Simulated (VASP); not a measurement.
# SrO (Fm-3m) in VASP: further runs

One crystal, SrO, is run at these levels: r2SCAN; tasks: relaxation of the atoms.

Everything below comes from runs of VASP 6.6.1. Logs are shortened: lines on timing, memory, paths and dates and some standing lists are left out, and cuts for length are marked.

## Step 1: The undisturbed crystal

Symmetry: Fm-3m, No. 225, cubic system. The conventional cell has a = 5.133 Å, b = 5.133 Å, c = 5.133 Å, α = 90.00°, β = 90.00°, γ = 90.00°. Around Sr (site symmetry m-3m) lie 6 O at 2.57 Å. Around O (site symmetry m-3m) lie 6 Sr at 2.57 Å.

## Step 2: Relaxation of the atoms, r2SCAN (a relaxed cell with its volume scaled by 1.02)

INCAR

```
PREC = Accurate ; ENCUT = 600
EDIFF = 1E-7 ; ISMEAR = 0
SIGMA = 0.03 ; LREAL = F
LASPH = T ; NELM = 80
ALGO = Normal ; ISIF = 2
LWAVE = F ; LCHARG = F
METAGGA = R2SCAN ; LMIXTAU = T
IBRION = 2 ; NSW = 40
EDIFFG = -0.01
```

KPOINTS

```
regular mesh
0
Gamma
  10 10 10
```

POSCAR

```
SrO                                     
1.0
    0.0000000000      2.6011199583      2.6011199583
    2.6011199583      0.0000000000      2.6011199583
    2.6011199583      2.6011199583      0.0000000000
  Sr              O             
     1     1
Direct
     0.5000000000000000    0.5000000000000000    0.5000000000000000
     0.0000000000000000    0.0000000000000000    0.0000000000000000
```

Potentials or basis: VASP PAW PBE potentials, release 64 (Sr_sv, O).

On the command line:

```sh
cat potpaw_PBE.64/Sr_sv/POTCAR potpaw_PBE.64/O/POTCAR > POTCAR
mpirun -np 1 vasp_std > vasp.out
```

OUTCAR:

```text
PREC = Accurate
   ENCUT = 600
   EDIFF = 1E-7
   ISMEAR = 0
   LREAL = F
   LASPH = T
   NELM = 80
   ISIF = 2
   METAGGA = R2SCAN
   IBRION = 2
   NSW = 40
   EDIFFG = -0.01

 ion  position               nearest neighbor table
   1  0.500  0.500  0.500-   2 2.60   2 2.60   2 2.60   2 2.60   2 2.60   2 2.60
   2  0.000  0.000  0.000-   1 2.60   1 2.60   1 2.60   1 2.60   1 2.60   1 2.60

  LATTYP: Found a face centered cubic cell.
 ALAT       =     5.2022399166

  Lattice vectors:

 A1 = (   0.0000000000,   2.6011199583,   2.6011199583)
 A2 = (   2.6011199583,   0.0000000000,   2.6011199583)
 A3 = (   2.6011199583,   2.6011199583,   0.0000000000)

Analysis of symmetry for initial positions (statically):
=====================================================================
 Subroutine PRICEL returns:
 Original cell was already a primitive cell.

 Routine SETGRP: Setting up the symmetry group for a
 face centered cubic supercell.

 Subroutine GETGRP returns: Found 48 space group operations
 (whereof 48 operations were pure point group operations)
 out of a pool of 48 trial point group operations.

The static configuration has the point symmetry O_h .

Analysis of symmetry for dynamics (positions and initial velocities):
=====================================================================
 Subroutine PRICEL returns:
 Original cell was already a primitive cell.

 Routine SETGRP: Setting up the symmetry group for a
 face centered cubic supercell.

 Subroutine GETGRP returns: Found 48 space group operations
 (whereof 48 operations were pure point group operations)
 out of a pool of 48 trial point group operations.

The dynamic configuration has the point symmetry O_h .

 Subroutine INISYM returns: Found 48 space group operations
 (whereof 48 operations are pure point group operations),
 and found     1 'primitive' translations

----------------------------------------------------------------------------------------

                                     Primitive cell

  volume of cell :      35.1974

  direct lattice vectors                    reciprocal lattice vectors
     0.000000000  2.601119958  2.601119958    -0.192224891  0.192224891  0.192224891
     2.601119958  0.000000000  2.601119958     0.192224891 -0.192224891  0.192224891
     2.601119958  2.601119958  0.000000000     0.192224891  0.192224891 -0.192224891

  length of vectors
     3.678539122  3.678539122  3.678539122     0.332943277  0.332943277  0.332943277

  position of ions in fractional coordinates (direct lattice)
     0.500000000  0.500000000  0.500000000
     0.000000000  0.000000000  0.000000000

  ion indices of the primitive-cell ions
   primitive index   ion index
                 1           1
                 2           2

----------------------------------------------------------------------------------------

 KPOINTS: regular mesh

Automatic generation of k-mesh.
 Grid dimensions read from file:
 generate k-points for:   10   10   10

 Generating k-lattice:

  Cartesian coordinates                     Fractional coordinates (reciprocal lattice)
    -0.019222489  0.019222489  0.019222489     0.100000000  0.000000000  0.000000000
     0.019222489 -0.019222489  0.019222489     0.000000000  0.100000000  0.000000000
     0.019222489  0.019222489 -0.019222489     0.000000000  0.000000000  0.100000000

  Length of vectors
     0.033294328  0.033294328  0.033294328

  Shift w.r.t. Gamma in fractional coordinates (k-lattice)
     0.000000000  0.000000000  0.000000000

 Subroutine IBZKPT returns following result:
 ===========================================

 Found     47 irreducible k-points:

 Following reciprocal coordinates:
            Coordinates               Weight
  0.000000  0.000000  0.000000      1.000000
  0.100000  0.000000  0.000000      8.000000
  0.200000  0.000000  0.000000      8.000000
  0.300000  0.000000  0.000000      8.000000
  0.400000  0.000000  0.000000      8.000000
  0.500000  0.000000  0.000000      4.000000
[... 16 lines left out ...]
  0.300000  0.300000  0.000000      6.000000
  0.400000  0.300000  0.000000     24.000000
 [... further k-points ...]
   k-points           NKPTS =     47   k-points in BZ     NKDIM =     47   number of bands    NBANDS=     12
   number of dos      NEDOS =    301   number of ions     NIONS =      2
   total plane-waves  NPLWV =  27000
   dimension x,y,z NGX =    30 NGY =   30 NGZ =   30
   dimension x,y,z NGXF=    60 NGYF=   60 NGZF=   60
   ions per type =               1   1
   NGX,Y,Z   is equivalent  to a cutoff of  13.56, 13.56, 13.56 a.u.
   NGXF,Y,Z  is equivalent  to a cutoff of  27.12, 27.12, 27.12 a.u.
 SYSTEM =  unknown system
   PREC   = accura    normal or accurate (medium, high low for compatibility)
   ISTART =      0    job   : 0-new  1-cont  2-samecut
   ICHARG =      2    charge: 1-file 2-atom 10-const
   ISPIN  =      1    spin polarized calculation?
   LNONCOLLINEAR =      F non collinear calculations
   LSORBIT =      F    spin-orbit coupling
   LASPH  =      T    aspherical Exc in radial PAW
   ENCUT  =  600.0 eV  44.10 Ry    6.64 a.u.   7.35  7.35  7.35*2*pi/ulx,y,z
   NELM   =     80;   NELMIN=  2; NELMDL= -5     # of ELM steps
   EDIFF  = 0.1E-06   stopping-criterion for ELM
   LREAL  =      F    real-space projection
   EDIFFG = -.1E-01   stopping-criterion for IOM
   NSW    =     40    number of steps for IOM
   IBRION =      2    ionic relax: 0-MD 1-quasi-New 2-CG
   NFREE  =      1    steps in history (QN), initial steepest desc. (CG)
   ISIF   =      2    stress and relaxation
   ISYM   =      2    0-nonsym 1-usesym 2-fastsym
   POTIM  = 0.5000    time-step for ionic-motion
   TEBEG  =    0.0;   TEEND  =   0.0 temperature during run
   PSTRESS=    0.0 pullay stress
   NELECT =      16.0000    total number of electrons
   NUPDOWN=      -1.0000    fix difference up-down
   EMIN   =  10.00;   EMAX   =-10.00  energy-range for DOS
   EFERMI =   0.00;   METHOD = LEGACY
   ISMEAR =     0;   SIGMA  =   0.03  broadening in eV -4-tet -1-fermi 0-gaus
   EFERMI_NEDOS =   21; number of points for ismear=-14 and -15
   IALGO  =     38    algorithm
   IMIX   =      4    mixing-type and parameters
     AMIX     =   0.40;   BMIX     =  1.00
     AMIX_MAG =   1.60;   BMIX_MAG =  1.00
  volume/ion in A,a.u.               =      17.60       118.76
  Fermi-wavevector in a.u.,A,eV,Ry     =   1.258764  2.378720 21.558265  1.584488
  Thomas-Fermi vector in A             =   2.392358
   LORBIT       =      0    0 simple, 1 ext, 2 COOP (PROOUT), +10 PAW based schemes
   METAGGA = R2SCAN    functional components
   LHFCALC =     F    Hartree Fock is set to
   AEXX    =    0.0000 exact exchange contribution
   IVDW    =     0    specifies the selected vdW correction
   LEPSILON=     F    determine dielectric tensor
   LRPA    =     F    only Hartree local field effects (RPA)
 conjugate gradient relaxation of ions
 non-spin polarized calculation
 Gauss-broadening in eV      SIGMA  =   0.03
  energy-cutoff  :      600.00
  volume of cell :       35.20
 maximum number of plane-waves:      1211
 NGX is ok and might be reduce to    30
   NGX = 15   NGY = 15   NGZ = 15

 number of electron      16.0000000 magnetization

 Free energy of the ion-electron system (eV)
  ---------------------------------------------------
  ext. energy  EPLUGINS =         0.00000000
  ---------------------------------------------------
  free energy    TOTEN  =       -27.05546183 eV

  energy without entropy =      -27.05546183  energy(sigma->0) =      -27.05546183

 E-fermi :   1.3789     XC(G=0): -10.4070

 val. band max:        1.1824064610   @ k =   0.0000   0.0000   0.0000
 cond. band min:       4.9408815709   @ k =   0.5000   0.5000   0.0000
 fundamental gap:      3.7584751099
 Fermi energy:         1.3789464120

 k-point     1 :       0.0000    0.0000    0.0000
  band No.  band energies     occupation
      1     -32.4190      2.00000
      2     -14.8028      2.00000
      3     -13.4762      2.00000
      4     -13.4762      2.00000
      5     -13.4762      2.00000
      6       1.1824      2.00000
      7       1.1824      2.00000
      8       1.1824      2.00000
      9       5.5847      0.00000
     10       7.8788      0.00000
     11       7.8788      0.00000
     12       7.8788      0.00000

 k-point     2 :       0.1000    0.0000    0.0000
  band No.  band energies     occupation
      1     -32.4078      2.00000
      2     -14.9984      2.00000
      3     -13.4831      2.00000
      4     -13.4831      2.00000
      5     -13.3087      2.00000
      6       0.9017      2.00000
      7       1.0630      2.00000
      8       1.0630      2.00000
      9       6.0296      0.00000
     10       7.7630      0.00000
     11       8.0723      0.00000
     12       8.0723      0.00000

 k-point     3 :       0.2000    0.0000    0.0000
  band No.  band energies     occupation
      1     -32.3783      2.00000
      2     -15.3857      2.00000
      3     -13.5011      2.00000
      4     -13.5011      2.00000
      5     -12.9953      2.00000
      6       0.3004      2.00000
      7       0.7721      2.00000
      8       0.7721      2.00000
      9       7.0938      0.00000
     10       7.6442      0.00000
     11       8.6189      0.00000
     12       8.6189      0.00000

 k-point     4 :       0.3000    0.0000    0.0000
  band No.  band energies     occupation
      1     -32.3414      2.00000
      2     -15.7557      2.00000
      3     -13.5230      2.00000
      4     -13.5230      2.00000
      5     -12.7171      2.00000
      6      -0.2996      2.00000
      7       0.4475      2.00000
      8       0.4475      2.00000
      9       7.7131      0.00000
     10       8.4162      0.00000
     11       9.3982      0.00000
     12       9.3982      0.00000

 k-point     5 :       0.4000    0.0000    0.0000
  band No.  band energies     occupation
      1     -32.3113      2.00000
      2     -16.0106      2.00000
      3     -13.5404      2.00000
      4     -13.5404      2.00000
      5     -12.5365      2.00000
      6      -0.7196      2.00000
      7       0.2072      2.00000
      8       0.2072      2.00000
      9       7.9861      0.00000
     10       9.5194      0.00000
     11      10.1431      0.00000
     12      10.1431      0.00000
[... 228 lines left out ...]
      1     -32.3012      2.00000
      2     -15.8100      2.00000
      3     -13.8153      2.00000
      4     -13.5496      2.00000
      5     -12.7056      2.00000
      6      -0.4512      2.00000
      7       0.2077      2.00000
      8       0.6727      2.00000
      9       7.8303      0.00000
     10       8.5922      0.00000
     11       9.9525      0.00000
     12      10.4513      0.00000

 k-point    22 :      -0.2000    0.2000    0.0000
  band No.  band energies     occupation
      1     -32.3293      2.00000
      2     -15.6958      2.00000
      3     -13.7274      2.00000
      4     -13.5075      2.00000
      5     -12.7453      2.00000
      6      -0.3163      2.00000
      7       0.2968      2.00000
      8       0.8477      2.00000
      9       7.4702      0.00000
     10       8.2218      0.00000
     11       9.2177      0.00000
     12      10.1082      0.00000

 k-point    23 :       0.3000    0.3000    0.0000
  band No.  band energies     occupation
      1     -32.3179      2.00000
      2     -15.3886      2.00000
      3     -13.6880      2.00000
      4     -13.6880      2.00000
      5     -13.2376      2.00000
      6      -0.0342      2.00000
      7       1.0318      2.00000
      8       1.0318      2.00000
      9       5.6693      0.00000
     10       8.1052      0.00000
     11      10.8355      0.00000
     12      10.8355      0.00000

 k-point    24 :       0.4000    0.3000    0.0000
  band No.  band energies     occupation
      1     -32.2949      2.00000
      2     -15.3853      2.00000
      3     -13.7842      2.00000
      4     -13.7197      2.00000
      5     -13.3458      2.00000
      6       0.1348      2.00000
      7       0.8782      2.00000
      8       0.9478      2.00000
      9       5.6084      0.00000
     10       8.7905      0.00000
     11      11.1032      0.00000
     12      11.3284      0.00000

 [... further k-points ...]
[... 5 lines left out ...]
  --------------------------------------------------------------------------------------
  -------------------------------------------------------------------------------------
  Total       -0.4092619     -0.4092619     -0.4092619      0.0000000      0.0000000      0.0000000
  in kB      -18.6294806    -18.6294806    -18.6294806      0.0000000      0.0000000      0.0000000
  external PRESSURE =     -18.6294806 kB  Pullay stress =       0.0000000 kB

 VOLUME and BASIS-vectors are now :
 -----------------------------------------------------------------------------
  energy-cutoff  :      600.00
  volume of cell :       35.20
      direct lattice vectors                 reciprocal lattice vectors
     0.000000000  2.601119958  2.601119958    -0.192224891  0.192224891  0.192224891
     2.601119958  0.000000000  2.601119958     0.192224891 -0.192224891  0.192224891
     2.601119958  2.601119958  0.000000000     0.192224891  0.192224891 -0.192224891

 POSITION                                       TOTAL-FORCE (eV/Angst)
 -----------------------------------------------------------------------------------
      2.60112      2.60112      2.60112         0.000000     -0.000000      0.000000
      0.00000      0.00000      0.00000         0.000000      0.000000      0.000000
 -----------------------------------------------------------------------------------
    total drift:                               -0.000000      0.000000      0.000000

  FREE ENERGIE OF THE ION-ELECTRON SYSTEM (eV)
  ---------------------------------------------------
  free  energy   TOTEN  =       -27.0554618323 eV

  energy  without entropy=      -27.0554618323  energy(sigma->0) =      -27.05546183

 reached required accuracy - stopping structural energy minimisation
```

It took 1.8 min on 1 thread of Intel Xeon Platinum 8559C (Emerald Rapids), shared host; peak memory 0.18 GiB.

What came out:

```yaml
Free_energy: -27.0555 eV
Pressure_after_relaxing: -1.9 GPa
Band_gap_on_the_k_mesh: 3.76 eV, indirect (least direct gap 3.87 eV)
```

Final structure:
```xyz
2
Lattice="0.0000 2.6011 2.6011 2.6011 0.0000 2.6011 2.6011 2.6011 0.0000" Properties=species:S:1:pos:R:3 pbc="T T T"
Sr    2.6011    2.6011    2.6011
O     0.0000    0.0000    0.0000
```

Caveat: the relaxation stopped at its first step, so nothing moved; the PAW data sets were made with another functional, which shifts forces and pressure a little.

[end of part 1 of 2]
